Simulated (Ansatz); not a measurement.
**Li: stress in a strained cell**

Aim: deform Li (equal xy, yz and zx engineering shear strains of -1 %) and compute stress, forces and field gradients with LAPW, PAW and all-electron datasets made for the crystal.

Computed with Ansatz 0.2.0 (DFT PBE, scalar-relativistic, unless a step's input says otherwise).

### Step 1. The structure to begin with

The structure is trigonal, space group R-3m (No. 166). The conventional cell has a = 3.101 Å, b = 3.101 Å, c = 22.765 Å, α = 90.00°, β = 90.00°, γ = 120.00°. Li (site symmetry -3m) has 12 Li at 3.10 Å as nearest neighbours. Li (site symmetry 3m) is surrounded by 12 Li at 3.09 to 3.10 Å.

As a file:

```
CELL_PARAMETERS angstrom
1.55050 0.89518 7.58830
-1.55050 0.89518 7.58830
0.00000 -1.79036 7.58830
ATOMIC_POSITIONS crystal
Li 0.00000 0.00000 0.00000
Li 0.22200 0.22200 0.22200
Li 0.77800 0.77800 0.77800
```

Atoms are numbered in the order of the input: Li1, Li2, Li3.

### Step 2. After the deformation

Space group R-3m before, P-1 after.

### Step 3. LAPW, all electrons

The input, input.yaml:

```yaml
crystal:
  lattice:
    - [1.5080815607, 0.8494870004, 7.5760716002]
    - [-1.5929163707, 0.86499199, 7.5915765898]
    - [-0.02898969, -1.8283034905, 7.59725181]
  atoms:
    - { symbol: Li, position: [0.0, 0.0, 0.0] }
    - { symbol: Li, position: [0.222, 0.222, 0.222] }
    - { symbol: Li, position: [0.778, 0.778, 0.778] }
kpoints:
  mp_grid: { grid: [12, 12, 12] }
  band_path:
    path:
      - [0.0, 0.0, 0.0]
      - [0.0, 0.0, -0.5]
      - [0.5, 0.5, 0.5]
      - [0.0, 0.0, 0.0]
      - [0.0, -0.5, 0.0]
      - [0.5, 0.0, 0.0]
      - [0.0, 0.0, 0.0]
      - [0.5, 0.0, 0.5]
      - [0.0, -0.5, -0.5]
    npoints: 5
scf:
  occupations: { method: fermi_dirac, width: 0.05 }
hamiltonian:
  xc: pbe
  pseudopotentials: { kind: all_electron, lapw: { basis_error: 0.001 } }
output:
  forces: true
  stress: true
  eigenvalues: true
```

Started as:

```bash
$ ansatz run input.yaml --threads 1 --pin off --max-ram 6144MiB --backend cpu --events-out ev --progress --plain --runs-dir out
```

### Step 4. Frozen-core PAW

The input, input.yaml:

```yaml
crystal:
  lattice:
    - [1.5080815607, 0.8494870004, 7.5760716002]
    - [-1.5929163707, 0.86499199, 7.5915765898]
    - [-0.02898969, -1.8283034905, 7.59725181]
  atoms:
    - { symbol: Li, position: [0.0, 0.0, 0.0] }
    - { symbol: Li, position: [0.222, 0.222, 0.222] }
    - { symbol: Li, position: [0.778, 0.778, 0.778] }
kpoints:
  mp_grid: { grid: [12, 12, 12] }
scf:
  occupations: { method: fermi_dirac, width: 0.05 }
hamiltonian:
  xc: pbe
  pseudopotentials: { kind: paw }
output:
  forces: true
  stress: true
  eigenvalues: true
  efg: { contact_densities: true }
```

### Step 5. Datasets made for this crystal

input.yaml, as its differences from that of step 4:

```diff
@@ -15,3 +15,3 @@
   xc: pbe
-  pseudopotentials: { kind: paw }
+  pseudopotentials: { kind: all_electron, datasets: crystal }
 output:
```

(Steps that only read results are left out.)

What does the calculation give? Wanted: pressure; largest shear or deviatoric stress.

As calculated:

| quantity | value |
| --- | --- |
| pressure | LAPW -0.52, PAW -0.53, crystal datasets -0.53 GPa |
| largest shear or deviatoric stress (LAPW) | 0.19 GPa |

**Reading.** The largest part of the stress beyond the pressure is 0.19 GPa in size, in the zz component; the atoms are carried along and not relaxed. No run of the undeformed cell stands beside it, so the pressure holds what the given cell had before the change. PAW: stress within 0.01 GPa of LAPW. Crystal datasets: stress within 0.01 GPa of LAPW.
